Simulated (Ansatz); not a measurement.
BN (zincblende): a one-shot G0W0 calculation in the plane-wave code Ansatz (G0W0@PBE with 44 empty bands, a screening cutoff of 140 eV and a 6×6×6 mesh). The cell was relaxed beforehand with r2SCAN.

Input file:
```yaml
crystal:
  lattice:
    - [0.0, 1.8048254679, 1.8048254679]
    - [1.8048254679, 0.0, 1.8048254679]
    - [1.8048254679, 1.8048254679, 0.0]
  atoms:
    - { symbol: B, position: [0.0, 0.0, 0.0] }
    - { symbol: "N", position: [0.25, 0.25, 0.25] }
kpoints:
  mp_grid: { grid: [6, 6, 6] }
hamiltonian:
  xc: pbe
scf:
  occupations: { method: fixed }
gw:
  n_empty_bands: 44
  ecut_chi: 140
  qp_bands: [v2, c2]
  qp_kpoints: band_edges
  screening: { model: godby_needs }
```

Command: `ansatz run input.yaml --threads 2 --pin off --max-ram 3686MiB --backend cpu --events-out ev --progress --plain --runs-dir out`. Wall time 4.2 s on 2 threads of Intel(R) Xeon(R) Platinum 8488C (Sapphire Rapids), with other jobs on the host; peak host memory 0.35 GiB.

The output, standing remarks left out:
```
Functional definition: PBE
Crystal: 2 atoms, lattice volume = 11.758 Å³
Basis set: ecut = 420 eV, 259 PW (Γ)
Bands: 8, of which v1, the nominal top of the filled ones, is band 4 counted from 1 (3 counted from 0)
Symmetry: 24 space group operations
Space group: F-43m (ITA 216)
k-points: 16 of 216 (time reversal used)
SCF iter   1: HF=-542.269702 eV  Δρ=1.66e-3  dr2=1.83e-4
preconditioner: auto → none  [insulator: Δε(μ)=4.478 eV  ℏωp=30.6 eV]
SCF iter   2: HF=-542.269858 eV  Δρ=8.72e-4  dr2=2.68e-5
SCF iter   3: HF=-542.269904 eV  Δρ=3.86e-4  dr2=6.53e-6
SCF iter   4: HF=-542.269921 eV  Δρ=2.30e-5  dr2=1.72e-8
SCF iter   5: HF=-542.269921 eV  Δρ=5.07e-6  dr2=8.42e-10
SCF iter   6: HF=-542.269921 eV  Δρ=4.77e-7  dr2=1.11e-11
SCF 1 converged in 6 iterations: F = -542.269921 eV  dr2 = 1.11e-11
Free energy (F): -542.269921 eV
Fermi energy:    11.254098 eV
--- Band table (eV; the first three rows and the last of 16) ---
  k-point 0: bands = [-9.0292, 11.2541, 11.2541, 11.2541, 20.1040, 20.1040, 20.1040, 21.6475]
  k-point 1: bands = [-8.3566, 8.2343, 10.6318, 10.6318, 20.6350, 21.0181, 21.0181, 23.5411]
  k-point 2: bands = [-6.4850, 3.3600, 9.6860, 9.6860, 21.2079, 21.9422, 21.9422, 25.8328]
  k-point 15: bands = [-3.1861, 3.0366, 5.0344, 5.0765, 19.0474, 23.3130, 26.3839, 28.1020]
--- G₀W₀: ω_p = 30.6291 eV, 216 q-points, 44 empty bands' worth ---
    ik  band        ε_KS         Σx   Σc(E_QP)       V_xc       Z   E_QP_lin       E_QP  E_QP is
     0     3     11.2541   -22.9209     2.8952   -19.3036  0.8288    10.5304    10.5320  root
     0     4     11.2541   -22.9209     2.8952   -19.3036  0.8288    10.5304    10.5320  root
     0     5     20.1040    -7.9373    -5.3864   -14.6968  0.8424    21.4840    21.4772  root
     0     6     20.1040    -7.9373    -5.3864   -14.6968  0.8424    21.4840    21.4772  root
     1     3     10.6318   -22.6768     2.9924   -18.8968  0.8281     9.8423     9.8443  root
     1     4     10.6318   -22.6768     2.9924   -18.8968  0.8281     9.8423     9.8443  root
     1     5     20.6350    -9.0488    -5.4396   -15.7478  0.8390    21.9003    21.8943  root
     1     6     21.0181    -8.0733    -5.5846   -15.1035  0.8387    22.4717    22.4637  root
     2     3      9.6860   -22.5952     3.2219   -18.4833  0.8262     8.7932     8.7960  root
     2     4      9.6860   -22.5952     3.2219   -18.4833  0.8262     8.7932     8.7960  root
     2     5     21.2079    -9.7862    -5.5273   -16.4984  0.8365    22.3982    22.3928  root
     2     6     21.9422    -7.8355    -5.7545   -15.0464  0.8372    23.4071    23.3986  root
     3     3      9.3045   -22.6260     3.3299   -18.3653  0.8252     8.3705     8.3736  root
     3     4      9.3045   -22.6260     3.3299   -18.3653  0.8252     8.3705     8.3736  root
     3     5     21.4486   -10.0742    -5.5528   -16.7848  0.8357    22.6116    22.6064  root
     3     6     21.9973    -7.6324    -5.7070   -14.7463  0.8391    23.4121    23.4042  root
     4     3      9.4972   -22.2685     3.1780   -18.1853  0.8267     8.5892     8.5920  root
     4     4      9.4972   -22.2685     3.1780   -18.1853  0.8267     8.5892     8.5920  root
     4     5     19.0374    -8.1160    -5.1643   -14.4428  0.8456    20.2045    20.1998  root
     4     6     22.6009    -8.4619    -5.9001   -15.9420  0.8321    24.1914    24.1809  root
     9     3      7.2043   -22.2205     3.7452   -17.3404  0.8206     6.0642     6.0694  root
     9     4      7.2043   -22.2205     3.7452   -17.3404  0.8206     6.0642     6.0694  root
     9     5     16.9743    -8.0506    -4.7767   -13.7085  0.8513    17.8580    17.8555  root
     9     6     21.5933    -7.7944    -5.3313   -14.1393  0.8472    22.6107    22.6070  root
    12     3      6.3270   -22.2936     3.9745   -17.1067  0.8178     5.1083     5.1146  root
    12     4      6.3270   -22.2936     3.9745   -17.1067  0.8178     5.1083     5.1146  root
    12     5     15.7287    -8.0224    -4.5327   -13.3021  0.8547    16.4774    16.4758  root
    12     6     20.5231    -7.9207    -5.1099   -13.9407  0.8512    21.4359    21.4331  root
    14     3      5.1739   -22.7188     4.3562   -16.9826  0.8129     3.7847     3.7938  root
    14     4      6.7384   -21.8244     3.7530   -16.8911  0.8206     5.5524     5.5582  root
    14     5     20.7706    -8.4474    -5.2537   -14.8761  0.8414    21.9507    21.9457  root
    14     6     23.0999    -7.9783    -6.0425   -15.3637  0.8331    24.4505    24.4428  root
```

The rows of the band table are 0: (0, 0, 0) = Γ, 1: (0, 0, 1/6), 2: (0, 0, 1/3), 15: (1/6, -1/2, -1/3).

The points are ik 0 = (0, 0, 0) (Γ), ik 1 = (0, 0, 1/6), ik 2 = (0, 0, 1/3), ik 3 = (0, 0, -1/2), ik 4 = (0, 1/6, 1/6), ik 9 = (0, 1/3, 1/3), ik 12 = (0, -1/2, -1/2), ik 14 = (1/6, 1/3, -1/3); band 4 is the last filled one.

G0W0 moves the gap on the mesh from 4.47 eV (PBE) to 5.94 eV (Γ to k = (0, -1/2, -1/2)). Renormalisation factors Z lie between 0.81 and 0.85. No extrapolation in bands, cutoff or mesh was made for G0W0.

The values are computed, spin-unpolarised, and not measurements.
